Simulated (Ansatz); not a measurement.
# W/SiC/TaN: conductance against the thickness of the layer, part 5 of 7

Aim: the conductance of W/SiC/TaN junctions as the barrier thickens. The lower electrode is W bcc(001), the upper one TaN rock salt(001); the barrier is SiC zinc blende(001) (C and C faces). In the first transport cell, after relaxation, the nearest pair of electrode and barrier is W–C at 2.39 Å, at a slant, at the lower face and Ta–C at 2.19 Å, at a slant, at the upper one. All share a net of side 3.134 Å, which strains the lower electrode by -1.1 %, the upper one by +0.3 % and the barrier by +1.2 %, against typed lattice constants near PBE's. The first steps treat the bulk electrodes alone.

Ansatz 0.2.0; PBE DFT, plane waves, PAW files (the session's first sound run).

So far, transmission at the Fermi level (a spin, zone mean): step 5 (T(E) of the junction) 0.00555; step 6 (40 atoms, atomic planes in the barrier 5, gap between the …) 0.0355; step 7 (42 atoms, atomic planes in the barrier 7, gap between the …) 0.0251. Also channels of the lower lead: step 5 1.32.

### 8. Conductance, 44 atoms

Level of this step: PBE DFT, plane waves, PAW files; ballistic transmission by layer matching between semi-infinite leads (Ansatz).

System of this step: W/SiC/TaN. The cell holds 44 atoms: 11 W, 5 C, 4 Si, 12 N and 12 Ta. Its edges and angles: a = 3.134 Å, b = 3.134 Å, c = 66.055 Å, α = 90.0°, β = 90.0°, γ = 90.0°. Regions: left electrode, 11 atoms (11 W); barrier, 9 atoms (5 C and 4 Si); right electrode, 24 atoms (12 N and 12 Ta). Vacuum lies along c.

Barrier layers are added or taken out in the middle, and the relaxed faces stay.

input.yaml reads:

```yaml
crystal:
  lattice:
    - [3.134, 0.0, 0.0]
    - [0.0, 3.134, 0.0]
    - [0.0, 0.0, 66.0546872111]
  atoms:
    - { symbol: W, position: [0.0, 0.0, 0.1059727976] }
    - { symbol: W, position: [0.5, 0.5, 0.1303813212] }
    - { symbol: W, position: [0.0, 0.0, 0.1547898448] }
    - { symbol: W, position: [0.5, 0.5, 0.1791983684] }
    - { symbol: W, position: [0.0, 0.0, 0.203606892] }
    - { symbol: W, position: [0.5, 0.5, 0.2280154156] }
    - { symbol: W, position: [0.0, 0.0, 0.2524239392] }
    - { symbol: W, position: [0.5, 0.5, 0.2768324628] }
    - { symbol: W, position: [0.0, 0.0, 0.3012409864] }
    - { symbol: W, position: [0.5, 0.5, 0.32564951] }
    - { symbol: W, position: [0.0, 0.0, 0.3500262545] }
    - { symbol: C, position: [0.5, 0.5, 0.3636139682] }
    - { symbol: Si, position: [0.5, 0.0, 0.3827561486] }
    - { symbol: C, position: [0.0, 0.0, 0.3993559508] }
    - { symbol: Si, position: [0.0, 0.5, 0.4161851749] }
    - { symbol: C, position: [0.5, 0.5, 0.4321003312] }
    - { symbol: Si, position: [0.5, 0.0, 0.4489346373] }
    - { symbol: C, position: [0.0, 0.0, 0.4649432052] }
    - { symbol: Si, position: [0.0, 0.5, 0.4818782033] }
    - { symbol: C, position: [0.5, 0.5, 0.497497593] }
    - { symbol: "N", position: [0.0, 0.5, 0.5295177768] }
    - { symbol: Ta, position: [0.5, 0.0, 0.5205781448] }
    - { symbol: "N", position: [0.5, 0.0, 0.5599076427] }
    - { symbol: Ta, position: [0.0, 0.5, 0.5599076427] }
    - { symbol: "N", position: [0.0, 0.5, 0.5933195987] }
    - { symbol: Ta, position: [0.5, 0.0, 0.5933195987] }
    - { symbol: "N", position: [0.5, 0.0, 0.6267315546] }
    - { symbol: Ta, position: [0.0, 0.5, 0.6267315546] }
    - { symbol: "N", position: [0.0, 0.5, 0.6601435106] }
    - { symbol: Ta, position: [0.5, 0.0, 0.6601435106] }
    - { symbol: "N", position: [0.5, 0.0, 0.6935554666] }
    - { symbol: Ta, position: [0.0, 0.5, 0.6935554666] }
    - { symbol: "N", position: [0.0, 0.5, 0.7269674225] }
    - { symbol: Ta, position: [0.5, 0.0, 0.7269674225] }
    - { symbol: "N", position: [0.5, 0.0, 0.7603793785] }
    - { symbol: Ta, position: [0.0, 0.5, 0.7603793785] }
    - { symbol: "N", position: [0.0, 0.5, 0.7937913345] }
    - { symbol: Ta, position: [0.5, 0.0, 0.7937913345] }
    - { symbol: "N", position: [0.5, 0.0, 0.8272032904] }
    - { symbol: Ta, position: [0.0, 0.5, 0.8272032904] }
    - { symbol: "N", position: [0.0, 0.5, 0.8606152464] }
    - { symbol: Ta, position: [0.5, 0.0, 0.8606152464] }
    - { symbol: "N", position: [0.5, 0.0, 0.8940272024] }
    - { symbol: Ta, position: [0.0, 0.5, 0.8940272024] }
kpoints:
  mp_grid: { grid: [10, 10, 1] }
scf:
  occupations: { method: fermi_dirac, width: 0.1 }
  max_iter: 150
hamiltonian:
  xc: pbe
output:
  transmission:
    kmesh: [26, 26]
    e_range: [-0.26, 0.27]
    de: 0.0375
    leads: [[4, 5], [32, 34]]
```

Command:

```
ansatz run input.yaml --threads 4 --pin off --max-ram 12288MiB --backend cpu --events-out ev --progress --plain --runs-dir out
```

Numbers of over 12 decimals in the logs are rounded to 6 here.

The program printed:

```text
[...]
Crystal: 44 atoms, lattice volume = 648.786 Å³
Basis set: ecut = 420 eV, 12797 PW (Γ)
Bands: 247, of which v1, the nominal top of the filled ones, is band 203 counted from 1 (202 counted from 0)
Symmetry: 4 space group operations
[...]
k-points: 36 of 100
[...]
channels       : 1.210059e0 a spin
[...]
slowest decay  : 0.0513 /Å at (0.4231, 0.1154)
[...]
filled         : 3.4 meV under the level at which it is neutral
    channels       : 1.828402e0 a spin
[...]
slowest decay  : 0.0019 /Å at (0.4615, 0.3846)
  junction   : crystal 0 to crystal 1, 14.95 to 46.22 Å
    transmission   : 3.969430e-3 a spin
[...]
resistance     : 3.2565e-1 Ω µm² beyond half of each lead's own
[key lines of the parts left out:]
SCF converged after 10 iterations
Free energy (F): -241841.141900 eV
Fermi energy:    15.288652 eV
```

Elapsed: 13 min, on 4 threads of Arm Neoverse V1, shared host; peak memory 5.9 GiB.

G = 3.1e12 S/m² (1/G = 0.327 Ω µm²), 0.15 times the step before of this kind. The largest error estimate is 94 %, from the leads' potential steps. In the worse lead the potential repeats within 57 meV, which the program flags as too much for a lead, so G carries that doubt.

### 9. Conductance, atomic planes in the barrier 11, gap between the electrodes 13.72 Å

System of this step: W/SiC/TaN. The cell holds 46 atoms: 11 W, 6 C, 5 Si, 12 N and 12 Ta. Its edges and angles: a = 3.134 Å, b = 3.134 Å, c = 68.218 Å, α = 90.0°, β = 90.0°, γ = 90.0°. Regions: left electrode, 11 atoms (11 W); barrier, 11 atoms (6 C and 5 Si); right electrode, 24 atoms (12 N and 12 Ta). Vacuum lies along c.

Barrier layers are added or taken out in the middle, and the relaxed faces stay.

input.yaml reads:

```yaml
crystal:
  lattice:
    - [3.134, 0.0, 0.0]
    - [0.0, 3.134, 0.0]
    - [0.0, 0.0, 68.2179427037]
  atoms:
    - { symbol: W, position: [0.0, 0.0, 0.1026123] }
    - { symbol: W, position: [0.5, 0.5, 0.1262468062] }
    - { symbol: W, position: [0.0, 0.0, 0.1498813124] }
    - { symbol: W, position: [0.5, 0.5, 0.1735158186] }
    - { symbol: W, position: [0.0, 0.0, 0.1971503249] }
    - { symbol: W, position: [0.5, 0.5, 0.2207848311] }
    - { symbol: W, position: [0.0, 0.0, 0.2444193373] }
    - { symbol: W, position: [0.5, 0.5, 0.2680538436] }
    - { symbol: W, position: [0.0, 0.0, 0.2916883498] }
    - { symbol: W, position: [0.5, 0.5, 0.315322856] }
    - { symbol: W, position: [0.0, 0.0, 0.3389265909] }
    - { symbol: C, position: [0.5, 0.5, 0.3520834253] }
    - { symbol: Si, position: [0.5, 0.0, 0.370618589] }
    - { symbol: C, position: [0.0, 0.0, 0.3866919959] }
    - { symbol: Si, position: [0.0, 0.5, 0.4029875493] }
    - { symbol: C, position: [0.5, 0.5, 0.418398021] }
    - { symbol: Si, position: [0.5, 0.0, 0.4346984953] }
    - { symbol: C, position: [0.0, 0.0, 0.4501089669] }
    - { symbol: Si, position: [0.0, 0.5, 0.4664094412] }
    - { symbol: C, position: [0.5, 0.5, 0.4819103623] }
    - { symbol: Si, position: [0.5, 0.0, 0.4983083356] }
    - { symbol: C, position: [0.0, 0.0, 0.5134324197] }
    - { symbol: "N", position: [0.5, 0.0, 0.5444372132] }
    - { symbol: Ta, position: [0.0, 0.5, 0.5357810654] }
    - { symbol: "N", position: [0.0, 0.5, 0.5738633876] }
    - { symbol: Ta, position: [0.5, 0.0, 0.5738633876] }
    - { symbol: "N", position: [0.5, 0.0, 0.6062158189] }
    - { symbol: Ta, position: [0.0, 0.5, 0.6062158189] }
    - { symbol: "N", position: [0.0, 0.5, 0.6385682501] }
    - { symbol: Ta, position: [0.5, 0.0, 0.6385682501] }
    - { symbol: "N", position: [0.5, 0.0, 0.6709206814] }
    - { symbol: Ta, position: [0.0, 0.5, 0.6709206814] }
    - { symbol: "N", position: [0.0, 0.5, 0.7032731126] }
    - { symbol: Ta, position: [0.5, 0.0, 0.7032731126] }
    - { symbol: "N", position: [0.5, 0.0, 0.7356255438] }
    - { symbol: Ta, position: [0.0, 0.5, 0.7356255438] }
    - { symbol: "N", position: [0.0, 0.5, 0.7679779751] }
    - { symbol: Ta, position: [0.5, 0.0, 0.7679779751] }
    - { symbol: "N", position: [0.5, 0.0, 0.8003304063] }
    - { symbol: Ta, position: [0.0, 0.5, 0.8003304063] }
    - { symbol: "N", position: [0.0, 0.5, 0.8326828376] }
    - { symbol: Ta, position: [0.5, 0.0, 0.8326828376] }
    - { symbol: "N", position: [0.5, 0.0, 0.8650352688] }
    - { symbol: Ta, position: [0.0, 0.5, 0.8650352688] }
    - { symbol: "N", position: [0.0, 0.5, 0.8973877] }
    - { symbol: Ta, position: [0.5, 0.0, 0.8973877] }
kpoints:
  mp_grid: { grid: [10, 10, 1] }
scf:
  occupations: { method: fermi_dirac, width: 0.1 }
  max_iter: 150
hamiltonian:
  xc: pbe
output:
  transmission:
    kmesh: [26, 26]
    e_range: [-0.26, 0.27]
    de: 0.0375
    leads: [[4, 5], [34, 36]]
```

The program printed:

```text
[...]
Crystal: 46 atoms, lattice volume = 670.034 Å³
Basis set: ecut = 420 eV, 13187 PW (Γ)
Bands: 253, of which v1, the nominal top of the filled ones, is band 207 counted from 1 (206 counted from 0)
Symmetry: 4 space group operations
[...]
k-points: 36 of 100
[...]
channels       : 1.210059e0 a spin
[...]
slowest decay  : 0.0513 /Å at (0.4231, 0.1154)
[...]
filled         : 3.1 meV under the level at which it is neutral
    channels       : 1.828402e0 a spin
[...]
slowest decay  : 0.0018 /Å at (0.4615, 0.3846)
  junction   : crystal 0 to crystal 1, 14.95 to 48.38 Å
    transmission   : 8.124304e-4 a spin
[...]
resistance     : 1.3064e0 Ω µm² beyond half of each lead's own
[key lines of the parts left out:]
SCF converged after 11 iterations
Free energy (F): -242728.275627 eV
Fermi energy:    15.119401 eV
```

Wall time 16 min (4 threads); peak memory 6.1 GiB; 50 min of CPU time.

One spin. Transmission, zone mean against energy, zero at the Fermi level:

```
energy (eV)  transmission, zone mean
     -0.260                  0.00213
     -0.223                  0.00183
     -0.185                  0.00165
     -0.147                  0.00163
     -0.110                  0.00130
     -0.072                  0.00102
     -0.035                   9.7e-4
      0.003                   8.1e-4
      0.040                   6.9e-4
      0.077                  0.00102
      0.115                  0.00108
      0.152                   7.3e-4
      0.190                   8.1e-4
      0.228                   8.1e-4
      0.265                   6.6e-4
```

G = 7.6e11 S/m² (1/G = 1.31 Ω µm²), 0.25 times the step before of this kind. The largest error estimate is 112 %, from the leads' potential steps. In the worse lead the potential repeats within 57 meV, which the program flags as too much for a lead, so G carries that doubt.

### 10. Conductance, atomic planes in the barrier 13, gap between the electrodes 15.89 Å

System of this step: W/SiC/TaN. The cell holds 48 atoms: 11 W, 7 C, 6 Si, 12 N and 12 Ta. Cell: a = 3.134 Å, b = 3.134 Å, c = 70.381 Å, α = 90.0°, β = 90.0°, γ = 90.0°. Regions: left electrode, 11 atoms (11 W); barrier, 13 atoms (7 C and 6 Si); right electrode, 24 atoms (12 N and 12 Ta). Vacuum lies along c.

Barrier layers are added or taken out in the middle, and the relaxed faces stay.

input.yaml reads:

```yaml
crystal:
  lattice:
    - [3.134, 0.0, 0.0]
    - [0.0, 3.134, 0.0]
    - [0.0, 0.0, 70.3811981964]
  atoms:
    - { symbol: W, position: [0.0, 0.0, 0.0994583806] }
    - { symbol: W, position: [0.5, 0.5, 0.1223664503] }
    - { symbol: W, position: [0.0, 0.0, 0.14527452] }
    - { symbol: W, position: [0.5, 0.5, 0.1681825896] }
    - { symbol: W, position: [0.0, 0.0, 0.1910906593] }
    - { symbol: W, position: [0.5, 0.5, 0.213998729] }
    - { symbol: W, position: [0.0, 0.0, 0.2369067986] }
    - { symbol: W, position: [0.5, 0.5, 0.2598148683] }
    - { symbol: W, position: [0.0, 0.0, 0.282722938] }
    - { symbol: W, position: [0.5, 0.5, 0.3056310076] }
    - { symbol: W, position: [0.0, 0.0, 0.3285092518] }
    - { symbol: C, position: [0.5, 0.5, 0.3412616942] }
    - { symbol: Si, position: [0.5, 0.0, 0.3592271561] }
    - { symbol: C, position: [0.0, 0.0, 0.3748065264] }
    - { symbol: Si, position: [0.0, 0.5, 0.3906012153] }
    - { symbol: C, position: [0.5, 0.5, 0.4055380265] }
    - { symbol: Si, position: [0.5, 0.0, 0.4213374851] }
    - { symbol: C, position: [0.0, 0.0, 0.4362742963] }
    - { symbol: Si, position: [0.0, 0.5, 0.4520737548] }
    - { symbol: C, position: [0.5, 0.5, 0.467010566] }
    - { symbol: Si, position: [0.5, 0.0, 0.4828100245] }
    - { symbol: C, position: [0.0, 0.0, 0.4978345051] }
    - { symbol: Si, position: [0.0, 0.5, 0.5137284659] }
    - { symbol: C, position: [0.5, 0.5, 0.5283876921] }
    - { symbol: "N", position: [0.0, 0.5, 0.5584395139] }
    - { symbol: Ta, position: [0.5, 0.0, 0.5500494238] }
    - { symbol: "N", position: [0.5, 0.0, 0.5869612375] }
    - { symbol: Ta, position: [0.0, 0.5, 0.5869612375] }
    - { symbol: "N", position: [0.0, 0.5, 0.6183192757] }
    - { symbol: Ta, position: [0.5, 0.0, 0.6183192757] }
    - { symbol: "N", position: [0.5, 0.0, 0.6496773139] }
    - { symbol: Ta, position: [0.0, 0.5, 0.6496773139] }
    - { symbol: "N", position: [0.0, 0.5, 0.6810353521] }
    - { symbol: Ta, position: [0.5, 0.0, 0.6810353521] }
    - { symbol: "N", position: [0.5, 0.0, 0.7123933902] }
    - { symbol: Ta, position: [0.0, 0.5, 0.7123933902] }
    - { symbol: "N", position: [0.0, 0.5, 0.7437514284] }
    - { symbol: Ta, position: [0.5, 0.0, 0.7437514284] }
    - { symbol: "N", position: [0.5, 0.0, 0.7751094666] }
    - { symbol: Ta, position: [0.0, 0.5, 0.7751094666] }
    - { symbol: "N", position: [0.0, 0.5, 0.8064675048] }
    - { symbol: Ta, position: [0.5, 0.0, 0.8064675048] }
    - { symbol: "N", position: [0.5, 0.0, 0.837825543] }
    - { symbol: Ta, position: [0.0, 0.5, 0.837825543] }
    - { symbol: "N", position: [0.0, 0.5, 0.8691835812] }
    - { symbol: Ta, position: [0.5, 0.0, 0.8691835812] }
    - { symbol: "N", position: [0.5, 0.0, 0.9005416194] }
    - { symbol: Ta, position: [0.0, 0.5, 0.9005416194] }
kpoints:
  mp_grid: { grid: [10, 10, 1] }
scf:
  occupations: { method: fermi_dirac, width: 0.1 }
  max_iter: 150
hamiltonian:
  xc: pbe
output:
  transmission:
    kmesh: [26, 26]
    e_range: [-0.26, 0.27]
    de: 0.0375
    leads: [[4, 5], [36, 38]]
```

The program printed:

```text
[...]
Crystal: 48 atoms, lattice volume = 691.281 Å³
Basis set: ecut = 420 eV, 13611 PW (Γ)
Bands: 259, of which v1, the nominal top of the filled ones, is band 211 counted from 1 (210 counted from 0)
Symmetry: 4 space group operations
[...]
k-points: 36 of 100
[...]
channels       : 1.210059e0 a spin
[...]
slowest decay  : 0.0513 /Å at (0.4231, 0.1154)
[...]
filled         : 3.4 meV under the level at which it is neutral
    channels       : 1.828402e0 a spin
[...]
slowest decay  : 0.0019 /Å at (0.4615, 0.3846)
  junction   : crystal 0 to crystal 1, 14.95 to 50.54 Å
    transmission   : 3.529858e-4 a spin
[...]
resistance     : 1.4672e0 Ω µm² beyond half of each lead's own
[key lines of the parts left out:]
SCF converged after 12 iterations
Free energy (F): -243615.413125 eV
Fermi energy:    14.960964 eV
```

Elapsed: 17 min, on 4 threads; peak memory 6.4 GiB; 55 min of CPU time.

One spin. Table of transmission, zone mean by energy, zero at the Fermi level:

```
energy (eV)  transmission, zone mean
     -0.260                   3.6e-4
     -0.223                   3.2e-4
     -0.185                   2.4e-4
     -0.147                   2.1e-4
     -0.110                   1.6e-4
     -0.072                   1.8e-4
     -0.035                   2.7e-4
      0.003                   3.5e-4
      0.040                  0.00117
      0.077                  0.00280
      0.115                   6.8e-4
      0.152                   4.1e-4
      0.190                   3.9e-4
      0.228                   4.8e-4
      0.265                   3.2e-4
```

G = 6.8e11 S/m² (1/G = 1.47 Ω µm²), 0.89 times the step before of this kind, a change inside the error estimates. The largest error estimate is 174 %, from the leads' potential steps. In the worse lead the potential repeats within 57 meV, which the program flags as too much for a lead, so G carries that doubt.

(Continued in part 6 of 7.)

[Logs are printed without paths, hosts, clocks, repeated set-up lines and the standing remarks that a program may print on its own settings, such as how far it seeks lower states.]

[Hosts, paths, dates, database ids (printed as entryN), source tags and the programs' standing remarks are cut or masked in the printed files.]
